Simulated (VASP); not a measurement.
# InP (Fm-3m) in VASP: notebook

Runs on InP. Level: PBEsol. Tasks: single point.

Everything below comes from runs of VASP 6.6.1. Logs are shortened: lines on timing, memory, paths and dates and some standing lists are left out, and cuts for length are marked.

## 1. The structure

The structure is cubic, space group Fm-3m (No. 225). Conventional cell: a = 5.538 Å, b = 5.538 Å, c = 5.538 Å, α = 90.00°, β = 90.00°, γ = 90.00°. Around In (site symmetry m-3m) lie 6 P at 2.77 Å. Around P (site symmetry m-3m) lie 6 In at 2.77 Å.

Measurements of this composition are mostly on another form, of space group No. 216.

## 2. Single point, PBEsol

The input, INCAR:

```
SYSTEM = InP
  PREC = Accurate
  ENCUT = 350
  EDIFF = 1E-6
  ISMEAR = 0
  SIGMA = 0.05
  LREAL = .False.
  LASPH = .True.
  NELM = 100
  ALGO = Normal
  ISIF = 2
  LWAVE = .False.
  LCHARG = .False.
  GGA = PS
  ADDGRID = .False.
```

The input, KPOINTS:

```
regular mesh
0
Gamma
  5 5 5
  0 0 0
```

The input, POSCAR:

```
InP
1.0
    0.0000000000      2.7688340000      2.7688340000
    2.7688340000      0.0000000000      2.7688340000
    2.7688340000      2.7688340000      0.0000000000
In P
1 1
Direct
    0.0000000000      0.0000000000      0.0000000000
    0.5000000000      0.5000000000      0.5000000000
```

Potentials or basis: VASP PAW PBE potentials, release 64 (In_d, P).

Started as:

```console
$ cat potpaw_PBE.64/In_d/POTCAR potpaw_PBE.64/P/POTCAR > POTCAR
$ mpirun -np 1 vasp_std > vasp.out
```

OUTCAR:

```text
SYSTEM = InP
   PREC = Accurate
   ENCUT = 350
   EDIFF = 1E-6
   ISMEAR = 0
   LREAL = .False.
   LASPH = .True.
   NELM = 100
   ISIF = 2
   GGA = PS

 Found     10 irreducible k-points:

 Following reciprocal coordinates:
            Coordinates               Weight
  0.000000  0.000000  0.000000      1.000000
  0.200000  0.000000  0.000000      8.000000
  0.400000  0.000000  0.000000      8.000000
  0.200000  0.200000  0.000000      6.000000
  0.400000  0.200000  0.000000     24.000000
 -0.400000  0.200000  0.000000     24.000000
   k-points           NKPTS =     10   k-points in BZ     NKDIM =     10   number of bands    NBANDS=     13
   number of dos      NEDOS =    301   number of ions     NIONS =      2
   total plane-waves  NPLWV =  13824
   dimension x,y,z NGX =    24 NGY =   24 NGZ =   24
   dimension x,y,z NGXF=    48 NGYF=   48 NGZF=   48
   ions per type =               1   1
   NGX,Y,Z   is equivalent  to a cutoff of  10.19, 10.19, 10.19 a.u.
   NGXF,Y,Z  is equivalent  to a cutoff of  20.38, 20.38, 20.38 a.u.
 SYSTEM =  InP
   PREC   = accura    normal or accurate (medium, high low for compatibility)
   ISTART =      0    job   : 0-new  1-cont  2-samecut
   ICHARG =      2    charge: 1-file 2-atom 10-const
   ISPIN  =      1    spin polarized calculation?
   LNONCOLLINEAR =      F non collinear calculations
   LSORBIT =      F    spin-orbit coupling
   LASPH  =      T    aspherical Exc in radial PAW
   ENCUT  =  350.0 eV  25.72 Ry    5.07 a.u.   5.97  5.97  5.97*2*pi/ulx,y,z
   NELM   =    100;   NELMIN=  2; NELMDL= -5     # of ELM steps
   EDIFF  = 0.1E-05   stopping-criterion for ELM
   LREAL  =      F    real-space projection
   EDIFFG = 0.1E-04   stopping-criterion for IOM
   NSW    =      0    number of steps for IOM
   IBRION =     -1    ionic relax: 0-MD 1-quasi-New 2-CG
   NFREE  =      0    steps in history (QN), initial steepest desc. (CG)
   ISIF   =      2    stress and relaxation
   ISYM   =      2    0-nonsym 1-usesym 2-fastsym
   POTIM  = 0.5000    time-step for ionic-motion
   TEBEG  =    0.0;   TEEND  =   0.0 temperature during run
   PSTRESS=    0.0 pullay stress
   NELECT =      18.0000    total number of electrons
   NUPDOWN=      -1.0000    fix difference up-down
   EMIN   =  10.00;   EMAX   =-10.00  energy-range for DOS
   EFERMI =   0.00;   METHOD = LEGACY
   ISMEAR =     0;   SIGMA  =   0.05  broadening in eV -4-tet -1-fermi 0-gaus
   EFERMI_NEDOS =   21; number of points for ismear=-14 and -15
   IALGO  =     38    algorithm
   IMIX   =      4    mixing-type and parameters
     AMIX     =   0.40;   BMIX     =  1.00
     AMIX_MAG =   1.60;   BMIX_MAG =  1.00
  volume/ion in A,a.u.               =      21.23       143.25
  Fermi-wavevector in a.u.,A,eV,Ry     =   1.229869  2.324115 20.579860  1.512577
  Thomas-Fermi vector in A             =   2.364739
   LORBIT       =      0    0 simple, 1 ext, 2 COOP (PROOUT), +10 PAW based schemes
   GGA     = PS    functional components
   LHFCALC =     F    Hartree Fock is set to
   AEXX    =    0.0000 exact exchange contribution
   IVDW    =     0    specifies the selected vdW correction
   LEPSILON=     F    determine dielectric tensor
   LRPA    =     F    only Hartree local field effects (RPA)
 non-spin polarized calculation
 Gauss-broadening in eV      SIGMA  =   0.05
  energy-cutoff  :      350.00
  volume of cell :       42.45
 maximum number of plane-waves:       639
   NGX = 11   NGY = 11   NGZ = 11

 number of electron      18.0000011 magnetization

 Free energy of the ion-electron system (eV)
  ---------------------------------------------------
  ext. energy  EPLUGINS =         0.00000000
  ---------------------------------------------------
  free energy    TOTEN  =        -8.75299176 eV

  energy without entropy =       -8.74955968  energy(sigma->0) =       -8.75127572

 E-fermi :   7.0383     XC(G=0): -10.5490

 val. band max:        7.0270280337   @ k =   0.4000   0.0000   0.0000
 cond. band min:       7.2333586159   @ k =  -0.2000   0.2000   0.0000
 fundamental gap:      0.2063305821
 Fermi energy:         7.0382936312

 k-point     1 :       0.0000    0.0000    0.0000
  band No.  band energies     occupation
      1      -7.2026      2.00000
      2      -7.2026      2.00000
      3      -7.1815      2.00000
      4      -7.1815      2.00000
      5      -7.1815      2.00000
      6      -5.0932      2.00000
      7       6.6658      2.00000
      8       6.6658      2.00000
      9       6.6658      2.00000
     10       7.4059      0.00000
     11      13.9960      0.00000
     12      13.9960      0.00000
     13      13.9960      0.00000

 k-point     2 :       0.2000    0.0000    0.0000
  band No.  band energies     occupation
      1      -7.2229      2.00000
      2      -7.2229      2.00000
      3      -7.1839      2.00000
      4      -7.1546      2.00000
      5      -7.1546      2.00000
      6      -4.5988      2.00000
      7       3.6961      2.00000
      8       6.7550      2.00000
      9       6.7550      2.00000
     10       9.4542      0.00000
     11      12.4804      0.00000
     12      12.5283      0.00000
     13      12.5283      0.00000

 k-point     3 :       0.4000    0.0000    0.0000
  band No.  band energies     occupation
      1      -7.2592      2.00000
      2      -7.2592      2.00000
      3      -7.1921      2.00000
      4      -7.1059      2.00000
      5      -7.1059      2.00000
      6      -3.3532      2.00000
      7       0.8259      2.00000
      8       7.0270      1.25000
      9       7.0270      1.25000
     10       9.4341      0.00000
     11      10.5775      0.00000
     12      10.5775      0.00000
     13      12.1245      0.00000

 k-point     4 :       0.2000    0.2000    0.0000
  band No.  band energies     occupation
      1      -7.2834      2.00000
      2      -7.2009      2.00000
      3      -7.1864      2.00000
      4      -7.1441      2.00000
      5      -7.1441      2.00000
      6      -4.3959      2.00000
      7       4.2299      2.00000
      8       5.8385      2.00000
      9       5.8385      2.00000
     10       9.1343      0.00000
     11      11.8799      0.00000
     12      12.1357      0.00000
     13      14.2396      0.00000

 k-point     5 :       0.4000    0.2000    0.0000
  band No.  band energies     occupation
      1      -7.3490      2.00000
      2      -7.2063      2.00000
      3      -7.1980      2.00000
      4      -7.1217      2.00000
      5      -7.0986      2.00000
      6      -3.3006      2.00000
      7       1.9850      2.00000
      8       5.4228      2.00000
      9       5.6244      2.00000
     10       7.8324      0.00000
     11      11.8196      0.00000
     12      13.2039      0.00000
     13      13.2334      0.00000

 k-point     6 :      -0.4000    0.2000    0.0000
  band No.  band energies     occupation
      1      -7.3334      2.00000
      2      -7.2387      2.00000
      3      -7.1712      2.00000
      4      -7.1266      2.00000
      5      -7.0985      2.00000
      6      -2.5940      2.00000
      7       0.7783      2.00000
      8       4.4604      2.00000
      9       6.3116      2.00000
     10       8.5030      0.00000
     11      11.6569      0.00000
     12      11.6869      0.00000
     13      14.3208      0.00000

 [... further k-points ...]

------------------------ aborting loop because EDIFF is reached ----------------------------------------

  FORCE on cell =-STRESS in cart. coord.  units (eV):
  Direction    XX          YY          ZZ          XY          YZ          ZX
  --------------------------------------------------------------------------------------
  -------------------------------------------------------------------------------------
  Total       -0.9175764     -0.9175764     -0.9175764      0.0000000      0.0000000      0.0000000
  in kB      -34.6283720    -34.6283720    -34.6283720      0.0000000      0.0000000      0.0000000
  external PRESSURE =     -34.6283720 kB  Pullay stress =       0.0000000 kB

 VOLUME and BASIS-vectors are now :
 -----------------------------------------------------------------------------
  energy-cutoff  :      350.00
  volume of cell :       42.45
      direct lattice vectors                 reciprocal lattice vectors
     0.000000000  2.768834000  2.768834000    -0.180581429  0.180581429  0.180581429
     2.768834000  0.000000000  2.768834000     0.180581429 -0.180581429  0.180581429
     2.768834000  2.768834000  0.000000000     0.180581429  0.180581429 -0.180581429

 POSITION                                       TOTAL-FORCE (eV/Angst)
 -----------------------------------------------------------------------------------
      0.00000      0.00000      0.00000         0.000000      0.000000      0.000000
      2.76883      2.76883      2.76883        -0.000000     -0.000000     -0.000000
 -----------------------------------------------------------------------------------
    total drift:                                0.000000     -0.000000     -0.000000

  FREE ENERGIE OF THE ION-ELECTRON SYSTEM (eV)
  ---------------------------------------------------
  free  energy   TOTEN  =        -8.7529917641 eV

  energy  without entropy=       -8.7495596798  energy(sigma->0) =       -8.75127572
```

Wall time 2.1 s (1 thread of Intel Xeon 6975P-C (Granite Rapids), shared host); peak memory 0.13 GiB.

These settings aren't checked as converged: the numbers below hold their error.

What came out:

| Item | Value |
| --- | --- |
| Free energy | -8.7530 eV |
| Pressure | -3.5 GPa |
| Band gap on the k mesh | none (metal or under the smearing width) |

Caveat: the k mesh is coarse (spacing up to 0.39 Å⁻¹), so the values aren't converged; the PAW data sets were made with another functional, which shifts forces and pressure a little.

## 3. Single point, PBEsol

INCAR, as its differences from that of step 2:

```diff
@@ -2,3 +2,3 @@
   PREC = Accurate
-  ENCUT = 350
+  ENCUT = 250
   EDIFF = 1E-6
```

The input, KPOINTS:

```
regular mesh
0
Gamma
  6 6 6
  0 0 0
```

POSCAR is that of step 2.

Potentials or basis: VASP PAW PBE potentials, release 64 (In_d, P).

Started as:

```console
$ cat potpaw_PBE.64/In_d/POTCAR potpaw_PBE.64/P/POTCAR > POTCAR
$ mpirun -np 1 vasp_std > vasp.out
```

Run time: 2.1 s. Hardware: 1 thread of Intel Xeon 6975P-C (Granite Rapids), shared host; peak memory 0.12 GiB.

The run converged, but a check on its numbers failed (symmetry, net force, bounds or a known fault of this set-up), so they aren't taken as properties of the crystal.

Caveat: the cutoff lies under the usual one of these potentials, so the numbers hold a large basis-set error; the PAW data sets were made with another functional, which shifts forces and pressure a little.

## 4. Single point, PBEsol

INCAR, as its differences from that of step 3:

```diff
@@ -2,3 +2,3 @@
   PREC = Accurate
-  ENCUT = 250
+  ENCUT = 600
   EDIFF = 1E-6
```

The input, KPOINTS:

```
regular mesh
0
Gamma
  4 4 4
  0 0 0
```

POSCAR is that of step 3.

Started as:

```console
$ cat potpaw_PBE.64/In_d/POTCAR potpaw_PBE.64/P/POTCAR > POTCAR
$ mpirun -np 1 vasp_std > vasp.out
```

Run time: 3 s. Hardware: 1 thread of Intel Xeon 6975P-C (Granite Rapids), shared host; peak memory 0.17 GiB.

The run converged, but some of its settings lie outside the range that counts as converged, so its numbers aren't taken as properties of the crystal.

Results:

| Property | Result |
| --- | --- |
| Free energy | -8.4948 eV |
| Pressure | -3.2 GPa |
| Band gap on the k mesh | none (metal or under the smearing width) |

Caveat: the k mesh is coarse (spacing up to 0.49 Å⁻¹), so the values aren't converged; the PAW data sets were made with another functional, which shifts forces and pressure a little.

## 5. Single point, PBEsol

INCAR, as its differences from that of step 4:

```diff
@@ -2,3 +2,3 @@
   PREC = Accurate
-  ENCUT = 600
+  ENCUT = 400
   EDIFF = 1E-6
```

The input, KPOINTS:

```
regular mesh
0
Gamma
  5 5 5
  0 0 0
```

POSCAR is that of step 4.

Started as:

```console
$ cat potpaw_PBE.64/In_d/POTCAR potpaw_PBE.64/P/POTCAR > POTCAR
$ mpirun -np 1 vasp_std > vasp.out
```

Run time: 3 s. Hardware: 1 thread of Intel Xeon 6975P-C (Granite Rapids), shared host; peak memory 0.15 GiB.

These settings aren't checked as converged: the numbers below hold their error.

What came out:

| Item | Value |
| --- | --- |
| Free energy | -8.7550 eV |
| Pressure | -3.2 GPa |
| Band gap on the k mesh | none (metal or under the smearing width) |

Caveat: the k mesh is coarse (spacing up to 0.39 Å⁻¹), so the values aren't converged; the PAW data sets were made with another functional, which shifts forces and pressure a little.

## 6. The reference run

An earlier run on the cell as given: functional PBE; potentials or basis VASP PAW PBE potentials, release 64 (In_d, P); cutoff 520 eV; k mesh 8 × 8 × 8; occupations fermi-dirac, width 0.05 eV; no spin polarisation.

* Pressure: -0.1 GPa
* Band gap on the k mesh: none (metal or under the smearing width)
